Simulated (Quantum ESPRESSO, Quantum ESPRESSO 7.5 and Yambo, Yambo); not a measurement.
**CdSe (F-43m): G0W0 with Yambo, start to end**

Wanted: ground state, empty states, screening and self-energy for CdSe (F-43m).

Calculated with Quantum ESPRESSO 7.5 and Yambo 5.3.0; PBE and many-body steps on it, plane waves.

**The experiments to reproduce.**

- Gap 1.69 ± 0.02 eV: direct gap from (alpha E)^2 extrapolation; spectroscopic ellipsometry; 300 K; film (fully relaxed MBE film, 304 nm) on GaAs(100) (“Band gap bowing of binary alloys: Experimental results compared to theoretical tight-binding supercell calculations for CdZnSe”, 2010, arxiv:1007.2297).

### Step 1. Set-up

It takes space group F-43m (No. 216, cubic). The conventional cell has a = 6.141 Å, b = 6.141 Å, c = 6.141 Å, α = 90.00°, β = 90.00°, γ = 90.00°. Nearest to Cd lie 4 Se at 2.66 Å. Se has 4 Cd at 2.66 Å nearest. Farther neighbours and most contacts between anions are not listed.

Structure file:

```cif
data_structure
_symmetry_space_group_name_H-M 'F-43m'
_symmetry_Int_Tables_number 216
_cell_length_a 6.1405
_cell_length_b 6.1405
_cell_length_c 6.1405
_cell_angle_alpha 90.000
_cell_angle_beta 90.000
_cell_angle_gamma 90.000
_cell_volume 231.54
loop_
_atom_site_label
_atom_site_type_symbol
_atom_site_symmetry_multiplicity
_atom_site_Wyckoff_symbol
_atom_site_fract_x
_atom_site_fract_y
_atom_site_fract_z
_atom_site_occupancy
Cd1 Cd 4 a 0.00000 0.00000 0.00000 1
Se1 Se 4 c 0.25000 0.25000 0.25000 1
```

The cell and positions are those that the Materials Project relaxed with its own functionals (PBE, PBE+U or r2SCAN), kept fixed.

### Step 2. Ground state

This step: Quantum ESPRESSO 7.5; DFT, PBE, plane waves, norm-conserving pseudopotentials.

The ground-state density comes first.

File pw.in:

```
&control
  calculation = 'scf'
  prefix = 'x'
  outdir = 'o'
  pseudo_dir = 'pseudo'
/
&system
  ibrav = 0
  nat = 2
  ntyp = 2
  ecutwfc = 94.0
  nbnd = 23
  force_symmorphic = .true.
/
&electrons
  conv_thr = 1e-10
  electron_maxstep = 80
  mixing_beta = 0.5
/
ATOMIC_SPECIES
  Cd 112.41 Cd.upf
  Se 78.971 Se.upf
CELL_PARAMETERS angstrom
  -0.0000000000 3.0702711986 3.0702711986
  3.0702711986 -0.0000000000 3.0702711986
  3.0702711986 3.0702711986 -0.0000000000
ATOMIC_POSITIONS crystal
  Cd 0.0000000000 0.0000000000 0.0000000000
  Se 0.7500000000 0.7500000000 0.7500000000
K_POINTS automatic
  6 6 6 0 0 0
```

Command:

```sh
$ OMP_NUM_THREADS=1 mpirun -n 4 pw.x -nk 4 -in pw.in > pw.out
```

What it wrote:

```text
Program PWSCF v.7.5 starts

     This program is part of the open-source Quantum ESPRESSO suite
     for quantum simulation of materials; please cite
         "P. Giannozzi et al., J. Phys.:Condens. Matter 21 395502 (2009);
         "P. Giannozzi et al., J. Phys.:Condens. Matter 29 465901 (2017);
         "P. Giannozzi et al., J. Chem. Phys. 152 154105 (2020);
     in publications or presentations arising from this work. More details at
     Message from routine setup:
     using ibrav=0 with symmetry is DISCOURAGED, use correct ibrav instead

     G-vector sticks info

     bravais-lattice index     =            0
     lattice parameter (alat)  =       8.2052  a.u.
     unit-cell volume          =     390.6221 (a.u.)^3
     number of atoms/cell      =            2
     number of atomic types    =            2
     number of electrons       =        36.00
     number of Kohn-Sham states=           23
     kinetic-energy cutoff     =      94.0000  Ry
     charge density cutoff     =     376.0000  Ry
     scf convergence threshold =      1.0E-10
     mixing beta               =       0.5000
     number of iterations used =            8  plain     mixing
     Exchange-correlation= PBE
                           (   1   4   3   4   0   0   0)

     celldm(1)=   8.205227  celldm(2)=   0.000000  celldm(3)=   0.000000
     celldm(4)=   0.000000  celldm(5)=   0.000000  celldm(6)=   0.000000

     crystal axes: (cart. coord. in units of alat)
               a(1) = (  -0.000000   0.707107   0.707107 )
               a(2) = (   0.707107  -0.000000   0.707107 )
               a(3) = (   0.707107   0.707107  -0.000000 )

     reciprocal axes: (cart. coord. in units 2 pi/alat)
               b(1) = ( -0.707107  0.707107  0.707107 )
               b(2) = (  0.707107 -0.707107  0.707107 )
               b(3) = (  0.707107  0.707107 -0.707107 )
     Pseudo is Norm-conserving + core correction, Zval = 20.0
     Generated using ONCVPSP code by D. R. Hamann
     Using radial grid of 1368 points,  6 beta functions with:
     Pseudo is Norm-conserving + core correction, Zval = 16.0
     Generated using ONCVPSP code by D. R. Hamann
     Using radial grid of 1214 points,  6 beta functions with:
     Cd               20.00   112.41000     Cd( 1.00)
     Se               16.00    78.97100     Se( 1.00)

     24 Sym. Ops. (no inversion) found

   Cartesian axes

     site n.     atom                  positions (alat units)
         1        Cd     tau(   1) = (   0.0000000   0.0000000   0.0000000  )
         2        Se     tau(   2) = (   1.0606602   1.0606602   1.0606602  )

     number of k points=    16
                       cart. coord. in units 2pi/alat
        k(    1) = (   0.0000000   0.0000000   0.0000000), wk =   0.0092593
        k(    2) = (   0.1178511   0.1178511  -0.1178511), wk =   0.0740741
        k(    3) = (   0.2357023   0.2357023  -0.2357023), wk =   0.0740741
        k(    4) = (  -0.3535534  -0.3535534   0.3535534), wk =   0.0370370
        k(    5) = (   0.2357023   0.0000000  -0.0000000), wk =   0.0555556
        k(    6) = (   0.3535534   0.1178511  -0.1178511), wk =   0.2222222
        k(    7) = (  -0.2357023  -0.4714045   0.4714045), wk =   0.2222222
        k(    8) = (  -0.1178511  -0.3535534   0.3535534), wk =   0.2222222
        k(    9) = (   0.0000000  -0.2357023   0.2357023), wk =   0.1111111
        k(   10) = (   0.4714045   0.0000000  -0.0000000), wk =   0.0555556
     [... 4 further rows ...]
        k(   15) = (  -0.1178511  -0.3535534   0.5892557), wk =   0.2222222
        k(   16) = (  -0.7071068   0.2357023   0.0000000), wk =   0.1111111

     Dense  grid:    47855 G-vectors     FFT dimensions: (  54,  54,  54)

     Initial potential from superposition of free atoms

     starting charge      35.9997, renormalised to      36.0000
     Starting wfcs are   19 randomized atomic wfcs +    4 random wfcs

     per-process dynamical memory:    44.5 Mb

     Self-consistent Calculation

     iteration #  1     ecut=    94.00 Ry     beta= 0.50

     Threshold (ethr) on eigenvalues was too large:
     Diagonalizing with lowered threshold

     total energy              =    -593.20761577 Ry
     estimated scf accuracy    <       0.08698779 Ry

     iteration #  2     ecut=    94.00 Ry     beta= 0.50

     total energy              =    -593.22876865 Ry
     estimated scf accuracy    <       0.00811755 Ry

     iteration #  3     ecut=    94.00 Ry     beta= 0.50

     total energy              =    -593.23000934 Ry
     estimated scf accuracy    <       0.00090860 Ry

     iteration #  4     ecut=    94.00 Ry     beta= 0.50

     total energy              =    -593.23008982 Ry
     estimated scf accuracy    <       0.00004468 Ry

     iteration #  5     ecut=    94.00 Ry     beta= 0.50

     total energy              =    -593.23009557 Ry
     estimated scf accuracy    <       0.00000409 Ry

     iteration #  6     ecut=    94.00 Ry     beta= 0.50

     total energy              =    -593.23009618 Ry
     estimated scf accuracy    <       0.00000006 Ry

     iteration #  7     ecut=    94.00 Ry     beta= 0.50

     total energy              =    -593.23009621 Ry
     estimated scf accuracy    <          7.1E-09 Ry

     iteration #  8     ecut=    94.00 Ry     beta= 0.50

     total energy              =    -593.23009621 Ry
     estimated scf accuracy    <          6.1E-10 Ry

     iteration #  9     ecut=    94.00 Ry     beta= 0.50

     total energy              =    -593.23009621 Ry
     estimated scf accuracy    <          1.1E-10 Ry

     iteration # 10     ecut=    94.00 Ry     beta= 0.50

     End of self-consistent calculation

          k = 0.0000 0.0000 0.0000 (  5985 PWs)   bands (ev):

   -94.2721 -55.3327 -55.3327 -55.3327 -39.2906 -39.2906 -39.2906 -39.2870
   -39.2870  -5.0743  -0.4764  -0.4764  -0.4764  -0.1327  -0.1327   7.3616
     7.3616   7.3616   7.9091  13.3050  13.3050  13.3050  17.0418

          k = 0.1179 0.1179-0.1179 (  6009 PWs)   bands (ev):

   -94.2721 -55.3327 -55.3327 -55.3327 -39.2906 -39.2906 -39.2906 -39.2870
   -39.2870  -4.9882  -0.4498  -0.4498  -0.3916  -0.1334  -0.1334   5.6968
     7.1639   7.1639   9.2137  13.0491  13.6166  13.6166  17.4691

          k = 0.2357 0.2357-0.2357 (  6039 PWs)   bands (ev):

   -94.2722 -55.3328 -55.3327 -55.3327 -39.2907 -39.2906 -39.2906 -39.2870
   -39.2870  -4.8135  -0.4056  -0.4056  -0.1234  -0.1234  -0.1099   3.9598
     6.8131   6.8131   9.7286  13.8522  13.8629  13.8629  17.1623

          k =-0.3536-0.3536 0.3536 (  5996 PWs)   bands (ev):

     [... further k-points ...]

     highest occupied, lowest unoccupied level (ev):     7.3616    7.9091

!    total energy              =    -593.23009621 Ry
     estimated scf accuracy    <          8.1E-12 Ry

     The total energy is the sum of the following terms:
     one-electron contribution =    -396.41079000 Ry
     hartree contribution      =     203.49762214 Ry
     xc contribution           =     -96.89347790 Ry
     ewald contribution        =    -303.42345045 Ry

     convergence has been achieved in  10 iterations

     XML data file, charge density, pseudopotentials, collected wavefunctions

=------------------------------------------------------------------------------=
   JOB DONE.
=------------------------------------------------------------------------------=
```

It took 28 s on 4 MPI ranks of Arm Neoverse N1, shared host; peak memory 0.39 GiB; 1.9 min of CPU time.

This step gave:

```yaml
total_energy: -8071.3066 eV
gap: 0.5475 eV
k_of_the_valence_top: 0, 0, 0
k_of_the_conduction_bottom: 0, 0, 0
least_direct_gap: 0.5475 eV
```

The gap is direct, at Γ.

### Step 3. Bands along the symmetry lines

Levels along a band path, at the cheap level, show where the edges lie and whether the meshes to come will hold them.

File pw.in:

```
&control
  calculation = 'bands'
  prefix = 'x'
  outdir = 'o'
  pseudo_dir = 'pseudo'
/
&system
  ibrav = 0
  nat = 2
  ntyp = 2
  ecutwfc = 94.0
  nbnd = 24
  force_symmorphic = .true.
/
&electrons
  conv_thr = 1e-9
  electron_maxstep = 80
  diago_full_acc = .true.
  diago_thr_init = 5e-6
/
ATOMIC_SPECIES
  Cd 112.41 Cd.upf
  Se 78.971 Se.upf
CELL_PARAMETERS angstrom
  -0.0000000000 3.0702711986 3.0702711986
  3.0702711986 -0.0000000000 3.0702711986
  3.0702711986 3.0702711986 -0.0000000000
ATOMIC_POSITIONS crystal
  Cd 0.0000000000 0.0000000000 0.0000000000
  Se 0.7500000000 0.7500000000 0.7500000000
K_POINTS crystal
  50
  0.00000000 0.00000000 0.00000000 1
  -0.06250000 -0.06250000 0.00000000 1
  -0.12500000 -0.12500000 0.00000000 1
  -0.18750000 -0.18750000 0.00000000 1
  -0.25000000 -0.25000000 0.00000000 1
  -0.31250000 -0.31250000 0.00000000 1
  -0.37500000 -0.37500000 0.00000000 1
  -0.43750000 -0.43750000 0.00000000 1
  -0.50000000 -0.50000000 0.00000000 1
  -0.48437500 -0.48437500 0.03125000 1
  -0.46875000 -0.46875000 0.06250000 1
  -0.45312500 -0.45312500 0.09375000 1
  -0.43750000 -0.43750000 0.12500000 1
  -0.42187500 -0.42187500 0.15625000 1
  -0.40625000 -0.40625000 0.18750000 1
  -0.39062500 -0.39062500 0.21875000 1
  -0.37500000 -0.37500000 0.25000000 1
  -0.37500000 0.00000000 0.37500000 1
  -0.32812500 0.00000000 0.32812500 1
  -0.28125000 0.00000000 0.28125000 1
  -0.23437500 0.00000000 0.23437500 1
  -0.18750000 0.00000000 0.18750000 1
  -0.14062500 0.00000000 0.14062500 1
  -0.09375000 0.00000000 0.09375000 1
  -0.04687500 0.00000000 0.04687500 1
  0.00000000 0.00000000 0.00000000 1
  0.00000000 0.00000000 0.06250000 1
  0.00000000 0.00000000 0.12500000 1
  0.00000000 0.00000000 0.18750000 1
  0.00000000 0.00000000 0.25000000 1
  0.00000000 0.00000000 0.31250000 1
  0.00000000 0.00000000 0.37500000 1
  0.00000000 0.00000000 0.43750000 1
  0.00000000 0.00000000 0.50000000 1
  -0.06250000 -0.03125000 0.46875000 1
  -0.12500000 -0.06250000 0.43750000 1
  -0.18750000 -0.09375000 0.40625000 1
  -0.25000000 -0.12500000 0.37500000 1
  -0.31250000 -0.15625000 0.34375000 1
  -0.37500000 -0.18750000 0.31250000 1
  -0.43750000 -0.21875000 0.28125000 1
  -0.50000000 -0.25000000 0.25000000 1
  -0.50000000 -0.28125000 0.21875000 1
  -0.50000000 -0.31250000 0.18750000 1
  -0.50000000 -0.34375000 0.15625000 1
  -0.50000000 -0.37500000 0.12500000 1
  -0.50000000 -0.40625000 0.09375000 1
  -0.50000000 -0.43750000 0.06250000 1
  -0.50000000 -0.46875000 0.03125000 1
  -0.50000000 -0.50000000 0.00000000 1
```

What it wrote:

```text
[banner, memory and clock lines left out]
Program PWSCF v.7.5 starts

     Atomic positions and unit cell read from directory:
     o/x.save/

     Message from routine setup:
     using ibrav=0 with symmetry is DISCOURAGED, use correct ibrav instead

     G-vector sticks info

     bravais-lattice index     =            0
     lattice parameter (alat)  =       8.2052  a.u.
     unit-cell volume          =     390.6221 (a.u.)^3
     number of atoms/cell      =            2
     number of atomic types    =            2
     number of electrons       =        36.00
     number of Kohn-Sham states=           24
     kinetic-energy cutoff     =      94.0000  Ry
     charge density cutoff     =     376.0000  Ry
     Exchange-correlation= PBE
                           (   1   4   3   4   0   0   0)

     celldm(1)=   8.205227  celldm(2)=   0.000000  celldm(3)=   0.000000
     celldm(4)=   0.000000  celldm(5)=   0.000000  celldm(6)=   0.000000

     crystal axes: (cart. coord. in units of alat)
               a(1) = (  -0.000000   0.707107   0.707107 )
               a(2) = (   0.707107  -0.000000   0.707107 )
               a(3) = (   0.707107   0.707107  -0.000000 )

     reciprocal axes: (cart. coord. in units 2 pi/alat)
               b(1) = ( -0.707107  0.707107  0.707107 )
               b(2) = (  0.707107 -0.707107  0.707107 )
               b(3) = (  0.707107  0.707107 -0.707107 )
     Pseudo is Norm-conserving + core correction, Zval = 20.0
     Generated using ONCVPSP code by D. R. Hamann
     Using radial grid of 1368 points,  6 beta functions with:
     Pseudo is Norm-conserving + core correction, Zval = 16.0
     Generated using ONCVPSP code by D. R. Hamann
     Using radial grid of 1214 points,  6 beta functions with:
     Cd               20.00   112.41000     Cd( 1.00)
     Se               16.00    78.97100     Se( 1.00)

     24 Sym. Ops. (no inversion) found

   Cartesian axes

     site n.     atom                  positions (alat units)
         1        Cd     tau(   1) = (   0.0000000   0.0000000   0.0000000  )
         2        Se     tau(   2) = (   1.0606602   1.0606602   1.0606602  )

     number of k points=    50
                       cart. coord. in units 2pi/alat
        k(    1) = (   0.0000000   0.0000000   0.0000000), wk =   0.0400000
        k(    2) = (   0.0000000   0.0000000  -0.0883883), wk =   0.0400000
        k(    3) = (   0.0000000   0.0000000  -0.1767767), wk =   0.0400000
[...]
[... 38 further rows ...]
        k(   49) = (   0.0441942  -0.0000000  -0.7071068), wk =   0.0400000
        k(   50) = (   0.0000000   0.0000000  -0.7071068), wk =   0.0400000

     Dense  grid:    47855 G-vectors     FFT dimensions: (  54,  54,  54)

     The potential is recalculated from file :
     o/x.save/charge-density

     Starting wfcs are   19 randomized atomic wfcs +    5 random wfcs

     Band Structure Calculation

     End of band structure calculation

          k = 0.0000 0.0000 0.0000 (  5985 PWs)   bands (ev):

   -94.2722 -55.3327 -55.3327 -55.3327 -39.2906 -39.2906 -39.2906 -39.2870
   -39.2870  -5.0742  -0.4764  -0.4764  -0.4764  -0.1327  -0.1327   7.3616
     7.3616   7.3616   7.9091  13.3050  13.3050  13.3050  17.0418  18.4303

          k = 0.0000 0.0000-0.0884 (  6010 PWs)   bands (ev):

[...]
k = 0.0000 0.0000-0.1768 (  6038 PWs)   bands (ev):

[...]
k =-0.0000 0.0000-0.2652 (  6030 PWs)   bands (ev):

[...]
k = 0.0000 0.0000-0.3536 (  6030 PWs)   bands (ev):

[...]
k = 0.0000-0.0000-0.4419 (  6030 PWs)   bands (ev):

[...]
k =-0.0000 0.0000-0.5303 (  6034 PWs)   bands (ev):

[...]
k = 0.0000-0.0000-0.6187 (  5994 PWs)   bands (ev):

[...]
k = 0.5303-0.0000-0.5303 (  5990 PWs)   bands (ev):

[...]
k = 0.0000 0.0000 0.0000 (  5985 PWs)   bands (ev):

[...]
k = 0.1326 0.0000-0.7071 (  6002 PWs)   bands (ev):

[...]
k = 0.0884-0.0000-0.7071 (  6000 PWs)   bands (ev):

[...]
k = 0.0442-0.0000-0.7071 (  6006 PWs)   bands (ev):

[...]
k = 0.0000 0.0000-0.7071 (  5962 PWs)   bands (ev):

[...]
-39.2869  -4.6154  -0.2953  -0.2363  -0.2363  -0.0789   0.2024   3.4152
     5.6083   5.6083  10.5608  11.0980  16.3207  17.4121  17.4121  19.6506

     XML data file, pseudopotentials, collected wavefunctions
```

Elapsed: 27 s, on 4 MPI ranks; peak memory 0.28 GiB; 1.8 min of CPU time.

This step gave:

- gap: 0.5475 eV
- k of the valence top: 0, 0, 0
- k of the conduction bottom: 0, 0, 0
- least direct gap: 0.5475 eV

The gap is 0.547 eV, as in the run before at this level.

The electronic bands at the labelled points (eV, zero at the top of the highest filled band):

```
    point  band 15  band 16  band 17  band 18  band 19  band 20  band 21  band 22
        Γ    -7.49     0.00     0.00     0.00     0.55     5.94     5.94     5.94
  halfway    -7.47    -2.51    -0.98    -0.98     3.22     4.24     7.59     7.59
        X    -7.16    -3.95    -1.75    -1.75     3.20     3.74     8.96    10.05
  halfway    -7.13    -3.92    -2.02    -1.67     3.45     4.10     8.65     9.47
        U    -7.08    -3.88    -2.39    -1.44     3.72     5.09     8.19     8.52
jump to K    -7.08    -3.88    -2.39    -1.44     3.72     5.09     8.19     8.52
  halfway    -7.45    -2.86    -1.32    -0.40     3.09     5.65     6.35     6.65
        Γ    -7.49     0.00     0.00     0.00     0.55     5.94     5.94     5.94
  halfway    -7.49    -2.59    -0.38    -0.38     2.24     5.92     6.45     6.45
        L    -7.22    -4.22    -0.71    -0.71     2.36     6.45     6.45     7.32
  halfway    -7.14    -3.98    -1.89    -1.16     3.79     5.48     6.77     7.94
        W    -7.05    -3.85    -2.12    -2.09     4.91     5.22     6.42     7.61
  halfway    -7.10    -3.90    -1.94    -1.93     3.91     4.25     8.29     8.34
        X    -7.16    -3.95    -1.75    -1.75     3.20     3.74     8.96    10.05
```

(Continued in part 2 of 3.)

[Paths, hosts, dates, memory and timing lines, banners, echoed tables and standing remarks are left out of the program output.]

[Logs are printed without paths, hosts, clocks, repeated set-up lines and the standing remarks that a program may print on its own settings, such as how far it seeks lower states.]

[Runs of the session that timed out or met a known fault of the program may be left out.]

[Hosts, paths, dates, database ids (printed as entryN), source tags and the programs' standing remarks are cut or masked in the printed files.]
